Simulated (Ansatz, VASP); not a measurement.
One calculation of Mg9Si4 (a cell with a defect), two programs

```
Mg Si
1.0
     6.33800    0.00000    0.00000
     0.00000    6.33800    0.00000
     0.00000    0.00000    6.33800
Mg Si
9 4
Direct
  0.24071 0.24007 0.23990
  0.76074 0.76009 0.75994
  0.76082 0.76018 0.23961
  0.24082 0.24016 0.75961
  0.76075 0.23984 0.75995
  0.24072 0.75986 0.23991
  0.24084 0.75976 0.75960
  0.76083 0.23975 0.23960
  0.50158 0.49993 0.49953
  0.00091 0.99996 0.99973
  0.50080 0.49996 0.99986
  0.50080 0.99998 0.49976
  0.00044 0.49996 0.49976
```

Alike in both runs: functional PBE; k mesh 2 × 2 × 2; occupations fermi-dirac, width 0.05 eV; no spin polarisation.

Ansatz relaxed the structure, and its values are those at the end. VASP's run is a single point on that final structure, the one shown.

|  | VASP | Ansatz |
| --- | --- | --- |
| version | VASP 6.6.1 | Ansatz 0.2.0 |
| potentials or method | VASP PAW PBE potentials, release 64 (Mg, Si) | scalar-relativistic, plane waves, PAW |
| plane-wave cutoff (eV) | 520 | 420 |
| valence electrons in the cell | 34 | 106 |

|  | VASP | Ansatz | Ansatz less VASP |
| --- | --- | --- | --- |
| rms of the force components (eV/Å) | 0.006 | 0.005 | -0.0013 |

The two sets of potentials don't hold the same shells in valence.

Caveats: the k mesh is coarse (spacing up to 0.50 Å⁻¹), so the values aren't converged.
